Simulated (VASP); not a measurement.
A run of VASP 6.6.1 is set up as follows.

INCAR

```
PREC = Accurate ; ENCUT = 600
EDIFF = 1E-7 ; ISMEAR = 0
SIGMA = 0.02 ; LREAL = False
LASPH = True ; NELM = 80
ALGO = Fast ; ISIF = 3
LWAVE = False ; LCHARG = False
GGA = PE ; IBRION = 2
NSW = 100 ; EDIFFG = -0.005
```

Contents of KPOINTS:

```
Automatic mesh
0
Gamma
  6 6 8
```

The input POSCAR:

```
SnO2
1.0
    4.8263024879      0.0000000000      0.0000000000
    0.0000000000      4.8263024879      0.0000000000
    0.0000000000      0.0000000000      3.2385456177
Sn O
2 4
Direct
    0.0000000000      0.0000000000      0.0000000000
    0.5000000000      0.5000000000      0.5000000000
    0.3065654535      0.3065654535      0.0000000000
    0.1934345465      0.8065654535      0.5000000000
    0.6934345465      0.6934345465      0.0000000000
    0.8065654535      0.1934345465      0.5000000000
```

Potentials or basis: VASP PAW PBE potentials, release 64 (Sn_d, O).

The run is started by

```sh
$ cat potpaw_PBE.64/Sn_d/POTCAR potpaw_PBE.64/O/POTCAR > POTCAR
$ mpirun -np 1 vasp_std > vasp.out
```

Problem. Predict the band gap on the k mesh.

Solution. 0.64 eV, direct.

Problem. What does it give for the relaxed cell?

Solution. a = 4.830 Å, b = 4.830 Å, c = 3.242 Å, α = 90.00°, β = 90.00°, γ = 90.00°.

The path:
```tsv
step	energy change (eV)	largest force (eV/Å)	pressure (GPa)	volume (Å³)
1	0.0000	0.0148	0.46	75.44
2	0.0001	0.0195	-0.53	75.83
3	-0.0003	0.0013	0.00	75.62
```

Caveat: spin-orbit coupling is left out, which moves the levels of the heavy elements.
